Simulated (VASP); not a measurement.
# Quasiparticle energies of AlAs in VASP, part 4 of 8

Aim: the quasiparticle gap of AlAs, and what it costs to get it. The cell is of the zinc-blende type, one of the forms listed for this formula. The start is a cell from a database of measured crystal structures.

VASP 6.6.1, plane waves and PAW; the level of theory is named at each step.

So far, quasiparticle gap on the mesh (eV): step 3 (evGW0) 2.22. Also gap on the k-mesh (eV): step 2 (empty bands, functional PBE) 1.43.

## (4) evGW

This step: evGW on PBE; plane waves and PAW (As_GW, Al_GW) (VASP 6.6.1).

The levels are updated in both G and W; wider gaps weaken the screening and open the gap further.

INCAR

```
SYSTEM = AlAs
PREC = Accurate
ENCUT = 300
ISMEAR = 0
SIGMA = 0.01
LREAL = .FALSE.
GGA = PE
NBANDS = 296
ALGO = EVGW
NELMGW = 4
ENCUTGW = 200
NOMEGA = 64
PRECFOCK = Fast
NBANDSGW = 16
LWAVE = .FALSE.
LCHARG = .FALSE.
```

POSCAR

```
AlAs
1.0
    0.0000000000      2.8304000000      2.8304000000
    2.8304000000      0.0000000000      2.8304000000
    2.8304000000      2.8304000000      0.0000000000
As Al
1 1
Direct
    0.7500000000      0.7500000000      0.7500000000
    0.0000000000      0.0000000000      0.0000000000
```

KPOINTS

```
Automatic mesh
0
Gamma
6 6 6
0 0 0
```

PAW data sets: As_GW and Al_GW (PBE family, release 64).

On the command line:

```sh
$ mpirun -np 8 vasp_std
```

The program printed:

```text
[banner, memory and clock lines left out]
running    8 mpi-ranks, on    1 nodes
 distrk:  each k-point on    8 cores,    1 groups
 distr:  one band on    1 cores,    8 groups

 POSCAR found type information on POSCAR AsAl
 POSCAR found :  2 types and       2 ions
 [... a notice as in an earlier step ...]

 [... a notice as in an earlier step ...]

 LDA part: xc-table for (Slater+PW92), standard interpolation
 found WAVECAR, reading the header
 POSCAR, INCAR and KPOINTS ok, starting setup
 FFT: planning ... GRIDC
 FFT: planning ... GRID_SOFT
 FFT: planning ... GRID
 reading WAVECAR
 the WAVECAR file was read successfully
 initial charge from wavefunction
 available memory per node:     78.17 GB, setting MAXMEM to     80044

 The Fermi energy was updated, please check that it is located mid-gap
 values below the HOMO (VB) or above the LUMO (CB) will cause erroneous energies
 E-fermi :   4.1464

 calculate exact exchange contribution
 the WAVEDER file was read successfully
energies w=
    0.000    0.000    0.433    0.000    0.865    0.000    1.296    0.000
    1.723    0.000    2.146    0.000    2.566    0.000    2.980    0.000
    3.389    0.000    3.793    0.000    4.190    0.000    4.583    0.000
    4.969    0.000    5.351    0.000    5.728    0.000    6.100    0.000
    6.469    0.000    6.834    0.000    7.197    0.000    7.558    0.000
    7.918    0.000    8.277    0.000    8.636    0.000    8.997    0.000
    9.360    0.000    9.726    0.000   10.096    0.000   10.472    0.000
   10.854    0.000   11.243    0.000   11.642    0.000   12.052    0.000
   12.474    0.000   12.910    0.000   13.363    0.000   13.834    0.000
   14.327    0.000   14.844    0.000   15.389    0.000   15.965    0.000
   16.579    0.000   17.234    0.000   17.937    0.000   18.697    0.000
   19.521    0.000   20.421    0.000   21.411    0.000   22.506    0.000
   23.726    0.000   25.098    0.000   26.654    0.000   28.436    0.000
   30.500    0.000   32.921    0.000   35.803    0.000   39.290    0.000
   43.597    0.000   49.049    0.000   56.169    0.000   65.848    0.000
   79.745    0.000  101.344    0.000  139.408    0.000  224.075    0.000
 responsefunction array rank=     304
 LDA part: xc-table for (Slater+PW92), standard interpolation

 min. memory requirement per mpi rank    299.0 MB, per node   2391.8 MB

 allocating   8 responsefunctions rank=   304
 shmem allocating  64 responsefunctions rank=   304
 response function shared by NCSHMEM nodes    1
 Doing            8  frequencies on each core in blocks of           64
NQ=   1    0.0000    0.0000    0.0000,
|.........|.........|.........|.........|.........|.........|.........|.........
 performed        656000 updates of chi_q(r,r)
 total number of BLAS operations        420.39 Gflops
NQ=   2    0.1667    0.0000    0.0000,
|.........|.........|.........|.........|.........|.........|.........|.........
 performed       1956000 updates of chi_q(r,r)
 total number of BLAS operations       1325.61 Gflops
NQ=   3    0.3333    0.0000    0.0000,
|.........|.........|.........|.........|.........|.........|.........|.........
 performed       3256000 updates of chi_q(r,r)
 total number of BLAS operations       2182.39 Gflops
NQ=   4    0.5000    0.0000    0.0000,
|.........|.........|.........|.........|.........|.........|.........|.........
 performed       4328000 updates of chi_q(r,r)
 total number of BLAS operations       2817.41 Gflops
NQ=   5    0.1667    0.1667    0.0000,
|.........|.........|.........|.........|.........|.........|.........|.........
 performed       5628000 updates of chi_q(r,r)
 total number of BLAS operations       3722.62 Gflops
NQ=   6    0.3333    0.1667    0.0000,
|.........|.........|.........|.........|.........|.........|.........|.........
 performed       7742000 updates of chi_q(r,r)
 total number of BLAS operations       5184.99 Gflops
NQ=   7    0.5000    0.1667    0.0000,
|.........|.........|.........|.........|.........|.........|.........|.........
 performed       9856000 updates of chi_q(r,r)
 total number of BLAS operations       6637.43 Gflops
NQ=   8   -0.3333    0.1667    0.0000,
|.........|.........|.........|.........|.........|.........|.........|.........
 performed      11970000 updates of chi_q(r,r)
 total number of BLAS operations       8109.77 Gflops
NQ=   9   -0.1667    0.1667    0.0000,
|.........|.........|.........|.........|.........|.........|.........|.........
 performed      13781000 updates of chi_q(r,r)
 total number of BLAS operations       9371.08 Gflops
NQ=  10    0.3333    0.3333    0.0000,
|.........|.........|.........|.........|.........|.........|.........|.........
 performed      15081000 updates of chi_q(r,r)
 total number of BLAS operations      10319.77 Gflops
NQ=  11    0.5000    0.3333    0.0000,
|.........|.........|.........|.........|.........|.........|.........|.........
 performed      17195000 updates of chi_q(r,r)
 total number of BLAS operations      11742.61 Gflops
NQ=  12   -0.3333    0.3333    0.0000,
|.........|.........|.........|.........|.........|.........|.........|.........
 performed      19006000 updates of chi_q(r,r)
 total number of BLAS operations      12911.62 Gflops
NQ=  13    0.5000    0.5000    0.0000,
|.........|.........|.........|.........|.........|.........|.........|.........
 performed      19946000 updates of chi_q(r,r)
 total number of BLAS operations      13597.68 Gflops
NQ=  14    0.5000    0.3333    0.1667,
|.........|.........|.........|.........|.........|.........|.........|.........
 performed      22344000 updates of chi_q(r,r)
 total number of BLAS operations      15189.53 Gflops
NQ=  15   -0.3333    0.3333    0.1667,
|.........|.........|.........|.........|.........|.........|.........|.........
 performed      24591000 updates of chi_q(r,r)
 total number of BLAS operations      16660.17 Gflops
NQ=  16   -0.3333    0.5000    0.1667,
|.........|.........|.........|.........|.........|.........|.........|.........
 performed      26412000 updates of chi_q(r,r)
 total number of BLAS operations      17885.46 Gflops
 resolving degeneracies of screened two electron integrals

 calculate QP shifts <psi_nk| G(iteration)W_0 |psi_nk>: iteration 1
 allocating   8 responsefunctions rank=   304
 shmem allocating  64 responsefunctions rank=   304
 response function shared by NCSHMEM nodes    1
 Doing            8  frequencies on each core in blocks of           64
NQ=   1    0.0000    0.0000    0.0000,
|.........|.........|.........|.........|.........|.........|.........|.........
 performed        656000 updates of chi_q(r,r)
 total number of BLAS operations        420.39 Gflops
NQ=   2    0.1667    0.0000    0.0000,
[...]
total number of BLAS operations      16660.17 Gflops
NQ=  16   -0.3333    0.5000    0.1667,
|.........|.........|.........|.........|.........|.........|.........|.........
 performed      26412000 updates of chi_q(r,r)
 total number of BLAS operations      17885.46 Gflops
 resolving degeneracies of screened two electron integrals

 calculate QP shifts <psi_nk| G(iteration)W_0 |psi_nk>: iteration 2
 allocating   8 responsefunctions rank=   304
 shmem allocating  64 responsefunctions rank=   304
 response function shared by NCSHMEM nodes    1
 Doing            8  frequencies on each core in blocks of           64
NQ=   1    0.0000    0.0000    0.0000,
|.........|.........|.........|.........|.........|.........|.........|.........
 performed        656000 updates of chi_q(r,r)
 total number of BLAS operations        420.39 Gflops
NQ=   2    0.1667    0.0000    0.0000,
|.........|.........|.........|.........|.........|.........|.........|.........
 performed       1956000 updates of chi_q(r,r)
 total number of BLAS operations       1325.61 Gflops
NQ=   3    0.3333    0.0000    0.0000,
|.........|.........|.........|.........|.........|.........|.........|.........
 performed       3256000 updates of chi_q(r,r)
 total number of BLAS operations       2182.39 Gflops
NQ=   4    0.5000    0.0000    0.0000,
|.........|.........|.........|.........|.........|.........|.........|.........
 performed       4328000 updates of chi_q(r,r)
 total number of BLAS operations       2817.41 Gflops
NQ=   5    0.1667    0.1667    0.0000,
|.........|.........|.........|.........|.........|.........|.........|.........
 performed       5628000 updates of chi_q(r,r)
 total number of BLAS operations       3722.62 Gflops
NQ=   6    0.3333    0.1667    0.0000,
|.........|.........|.........|.........|.........|.........|.........|.........
 performed       7742000 updates of chi_q(r,r)
 total number of BLAS operations       5184.99 Gflops
NQ=   7    0.5000    0.1667    0.0000,
|.........|.........|.........|.........|.........|.........|.........|.........
 performed       9856000 updates of chi_q(r,r)
 total number of BLAS operations       6637.43 Gflops
NQ=   8   -0.3333    0.1667    0.0000,
|.........|.........|.........|.........|.........|.........|.........|.........
 performed      11970000 updates of chi_q(r,r)
 total number of BLAS operations       8109.77 Gflops
NQ=   9   -0.1667    0.1667    0.0000,
|.........|.........|.........|.........|.........|.........|.........|.........
 performed      13781000 updates of chi_q(r,r)
 total number of BLAS operations       9371.08 Gflops
NQ=  10    0.3333    0.3333    0.0000,
|.........|.........|.........|.........|.........|.........|.........|.........
 performed      15081000 updates of chi_q(r,r)
 total number of BLAS operations      10319.77 Gflops
NQ=  11    0.5000    0.3333    0.0000,
|.........|.........|.........|.........|.........|.........|.........|.........
 performed      17195000 updates of chi_q(r,r)
 total number of BLAS operations      11742.61 Gflops
NQ=  12   -0.3333    0.3333    0.0000,
|.........|.........|.........|.........|.........|.........|.........|.........
 performed      19006000 updates of chi_q(r,r)
 total number of BLAS operations      12911.62 Gflops
NQ=  13    0.5000    0.5000    0.0000,
|.........|.........|.........|.........|.........|.........|.........|.........
 performed      19946000 updates of chi_q(r,r)
 total number of BLAS operations      13597.68 Gflops
NQ=  14    0.5000    0.3333    0.1667,
|.........|.........|.........|.........|.........|.........|.........|.........
 performed      22344000 updates of chi_q(r,r)
 total number of BLAS operations      15189.53 Gflops
NQ=  15   -0.3333    0.3333    0.1667,
|.........|.........|.........|.........|.........|.........|.........|.........
 performed      24591000 updates of chi_q(r,r)
 total number of BLAS operations      16660.17 Gflops
NQ=  16   -0.3333    0.5000    0.1667,
|.........|.........|.........|.........|.........|.........|.........|.........
 performed      26412000 updates of chi_q(r,r)
 total number of BLAS operations      17885.46 Gflops
 resolving degeneracies of screened two electron integrals

 calculate QP shifts <psi_nk| G(iteration)W_0 |psi_nk>: iteration 3
 allocating   8 responsefunctions rank=   304
 shmem allocating  64 responsefunctions rank=   304
 response function shared by NCSHMEM nodes    1
 Doing            8  frequencies on each core in blocks of           64
NQ=   1    0.0000    0.0000    0.0000,
|.........|.........|.........|.........|.........|.........|.........|.........
 performed        656000 updates of chi_q(r,r)
 total number of BLAS operations        420.39 Gflops
NQ=   2    0.1667    0.0000    0.0000,
|.........|.........|.........|.........|.........|.........|.........|.........
 performed       1956000 updates of chi_q(r,r)
 total number of BLAS operations       1325.61 Gflops
NQ=   3    0.3333    0.0000    0.0000,
|.........|.........|.........|.........|.........|.........|.........|.........
 performed       3256000 updates of chi_q(r,r)
 total number of BLAS operations       2182.39 Gflops
NQ=   4    0.5000    0.0000    0.0000,
|.........|.........|.........|.........|.........|.........|.........|.........
 performed       4328000 updates of chi_q(r,r)
 total number of BLAS operations       2817.41 Gflops
NQ=   5    0.1667    0.1667    0.0000,
|.........|.........|.........|.........|.........|.........|.........|.........
 performed       5628000 updates of chi_q(r,r)
 total number of BLAS operations       3722.62 Gflops
NQ=   6    0.3333    0.1667    0.0000,
|.........|.........|.........|.........|.........|.........|.........|.........
 performed       7742000 updates of chi_q(r,r)
 total number of BLAS operations       5184.99 Gflops
NQ=   7    0.5000    0.1667    0.0000,
|.........|.........|.........|.........|.........|.........|.........|.........
 performed       9856000 updates of chi_q(r,r)
 total number of BLAS operations       6637.43 Gflops
NQ=   8   -0.3333    0.1667    0.0000,
|.........|.........|.........|.........|.........|.........|.........|.........
 performed      11970000 updates of chi_q(r,r)
 total number of BLAS operations       8109.77 Gflops
NQ=   9   -0.1667    0.1667    0.0000,
|.........|.........|.........|.........|.........|.........|.........|.........
 performed      13781000 updates of chi_q(r,r)
 total number of BLAS operations       9371.08 Gflops
NQ=  10    0.3333    0.3333    0.0000,
|.........|.........|.........|.........|.........|.........|.........|.........
 performed      15081000 updates of chi_q(r,r)
 total number of BLAS operations      10319.77 Gflops
NQ=  11    0.5000    0.3333    0.0000,
|.........|.........|.........|.........|.........|.........|.........|.........
 performed      17195000 updates of chi_q(r,r)
 total number of BLAS operations      11742.61 Gflops
NQ=  12   -0.3333    0.3333    0.0000,
|.........|.........|.........|.........|.........|.........|.........|.........
 performed      19006000 updates of chi_q(r,r)
 total number of BLAS operations      12911.62 Gflops
NQ=  13    0.5000    0.5000    0.0000,
|.........|.........|.........|.........|.........|.........|.........|.........
 performed      19946000 updates of chi_q(r,r)
 total number of BLAS operations      13597.68 Gflops
NQ=  14    0.5000    0.3333    0.1667,
|.........|.........|.........|.........|.........|.........|.........|.........
 performed      22344000 updates of chi_q(r,r)
 total number of BLAS operations      15189.53 Gflops
NQ=  15   -0.3333    0.3333    0.1667,
|.........|.........|.........|.........|.........|.........|.........|.........
 performed      24591000 updates of chi_q(r,r)
 total number of BLAS operations      16660.17 Gflops
NQ=  16   -0.3333    0.5000    0.1667,
|.........|.........|.........|.........|.........|.........|.........|.........
 performed      26412000 updates of chi_q(r,r)
 total number of BLAS operations      17885.46 Gflops
 resolving degeneracies of screened two electron integrals

 calculate QP shifts <psi_nk| G(iteration)W_0 |psi_nk>: iteration 4
 entering main loop
```

Elapsed: 31 min, on 8 MPI ranks of AMD EPYC 7R43, shared host; peak memory 2.8 GiB; 4.1 h of CPU time.

(Part 4 of 8 ends here.)

[Lines on the potential files, build, host, timing and source positions are cut from VASP's logs without a mark.]

[Logs are printed without paths, hosts, clocks, repeated set-up lines and the standing remarks that a program may print on its own settings, such as how far it seeks lower states.]

[Hosts, paths, dates, database ids (printed as entryN), source tags and the programs' standing remarks are cut or masked in the printed files.]

[Pressures printed for these runs are not shown converged in the cutoff: they can be off by several GPa and have the wrong sign.]

[In band tables of VASP the shares of atoms and orbitals are scaled to a sum of 1 inside the atoms' spheres.]
